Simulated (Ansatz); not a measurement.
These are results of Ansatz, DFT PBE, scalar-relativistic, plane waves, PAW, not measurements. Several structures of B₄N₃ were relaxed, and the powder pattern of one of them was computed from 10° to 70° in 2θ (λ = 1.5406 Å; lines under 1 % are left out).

Cu Kα1 powder pattern (kinematic, no thermal factors).
2θ (°) (relative intensity): 14.25 (100), 23.64 (2), 27.71 (2), 28.73 (24), 41.56 (3), 43.70 (3), 44.15 (11), 51.30 (3), 59.50 (2), 61.88 (3)

Question: Which structure gives it?
1. Space group P-43m (No. 215), cubic, a = 3.606 Å. B is surrounded by 3 N at 1.54 Å; N has 4 B at 1.54 Å.
2. Space group P-6m2 (No. 187), hexagonal, a = 4.855 Å, c = 3.255 Å. B on a site of symmetry mm2 is surrounded by 2 N at 1.44 Å; around B on a site of symmetry -6m2 lie 3 N at 1.40 Å; around N lie 3 B at 1.40–1.44 Å.
3. Space group P-62m (No. 189), hexagonal, a = 4.343 Å, c = 6.210 Å. B on a site of symmetry m2m is surrounded by 3 N at 1.45 Å, 6 B at 2.51 Å, 3 N at 2.89–2.90 Å and 2 B at 3.43 Å; around B on a site of symmetry -62m lie 6 N at 3.43 Å and 6 B at 3.43 Å (long against the sum of covalent radii); N is surrounded by 3 B at 1.45 Å, 6 N at 2.51 Å, 3 B at 2.89–2.90 Å and 2 B at 3.43 Å.

Answer: 3. Its strongest line, at 2θ = 14.25°, has d = λ/(2 sin θ) = 6.209 Å and is the (0 0 1) reflection of the conventional P-62m cell with a = 4.343 Å, c = 6.210 Å. The others have their strongest lines at 43.4° (1); 27.4° (2).

The cells needn't be stable.
